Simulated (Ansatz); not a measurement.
Ni:

```xyz
1
Lattice="0.0000 1.7376 1.7376 1.7376 0.0000 1.7376 1.7376 1.7376 0.0000" Properties=species:S:1:pos:R:3 pbc="T T T"
Ni    0.0000    0.0000    0.0000
```

* Program: Ansatz 0.2.0
* Task: relaxation of cell and atoms
* Functional: RPBE
* Dispersion: D3(BJ)
* Potentials or basis: all-electron LAPW, scalar-relativistic
* Basis error allowed: 0.001 eV/atom
* k mesh: 13 × 13 × 13
* Occupations: fermi-dirac, width 0.05 eV
* Spin: collinear spin, ferromagnetic start
* Starting moments: [1.0] μB

At the start: volume 10.49 Å³/atom.

Q: How do energy, volume and symmetry change on relaxing?

A: Over 6 steps the energy falls by 64.9 meV/atom and the volume is 9.58 Å³/atom (-8.7 %); space group Fm-3m (No. 225, to 0.05 Å); moment 0.62 μB per cell.

Step by step:
| step | energy change (eV) | largest force (eV/Å) | volume (Å³) |
| --- | --- | --- | --- |
| 1 | 0.0000 | 0.0000 | 10.49 |
| 2 | -0.0481 | 0.0000 | 10.02 |
| 3 | -0.0642 | 0.0000 | 9.50 |
| 4 | -0.0649 | 0.0000 | 9.59 |
| 5 | -0.0649 | 0.0000 | 9.58 |
| 6 | -0.0649 | 0.0000 | 9.58 |

Final structure:
```
CELL_PARAMETERS angstrom
0.00000 1.68589 1.68589
1.68589 0.00000 1.68589
1.68589 1.68589 0.00000
ATOMIC_POSITIONS crystal
Ni 0.00000 0.00000 0.00000
```
